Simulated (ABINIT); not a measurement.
The system is HfC.

```xyz
2
Lattice="0.0000 2.3250 2.3250 2.3250 0.0000 2.3250 2.3250 2.3250 0.0000" Properties=species:S:1:pos:R:3 pbc="T T T"
Hf    2.3250    2.3250    2.3250
C     0.0000    0.0000    0.0000
```

```yaml
Program: ABINIT 10.8.3 (patched build)
Task: relaxation of cell and atoms
Functional: PBEsol
Potentials_or_basis: PseudoDojo NC SR PBEsol v0.4.1 standard
Cutoff: 1116 eV
k_mesh: 8 × 8 × 8
Occupations: fermi-dirac, width 0.05 eV
Spin: no spin polarisation
```

At the start: pressure -6.2 GPa; volume 12.57 Å³/atom.

Q: Where does the relaxation end?

A: Over 4 steps the energy falls by 6.3 meV/atom and the volume is 12.25 Å³/atom (-2.6 %); space group Fm-3m (No. 225, to 0.05 Å).

The path:
| step | energy change (eV) | largest force (eV/Å) | pressure (GPa) | volume (Å³) |
| --- | --- | --- | --- | --- |
| 1 | 0.0000 | 0.0000 | -6.18 | 25.14 |
| 2 | -0.0117 | 0.0000 | -1.72 | 24.66 |
| 3 | -0.0127 | 0.0000 | 0.06 | 24.49 |
| 4 | -0.0127 | 0.0000 | 0.00 | 24.49 |

Final structure:
```
Hf C
1.0
     0.00000    2.30501    2.30501
     2.30501    0.00000    2.30501
     2.30501    2.30501    0.00000
Hf C
1 1
Cartesian
  2.3050 2.3050 2.3050
  0.0000 0.0000 0.0000
```
